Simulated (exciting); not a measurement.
NaCl:

```xyz
2
Lattice="3.5022 0.0000 0.0000 0.0000 3.5022 0.0000 0.0000 0.0000 3.5022" Properties=species:S:1:pos:R:3 pbc="T T T"
Cl    1.7511    1.7511    1.7511
Na    0.0000    0.0000    0.0000
```

Measurements of this composition are mostly on another form, of space group No. 225.

Base run:

* Program: exciting (release sodium)
* Functional: BLYP
* Potentials or basis: all-electron LAPW+lo, shipped species files, valence relativity iora*
* rgkmax: 7.5
* k mesh: 8 × 8 × 8
* Occupations: fermi-dirac, width 0.05 eV
* Spin: no spin polarisation

Its results: band gap on the k mesh 4.05 eV, indirect (least direct gap 4.54 eV).

Task: After a change of settings the same cell gave: band gap on the k mesh 4.30 eV, indirect (least direct gap 4.78 eV). Which change was it?
A. functional from BLYP to RPBE
B. functional from BLYP to PBEsol
C. functional from BLYP to LDA

Result: A.

Runs at the PBE level aren't shown here.
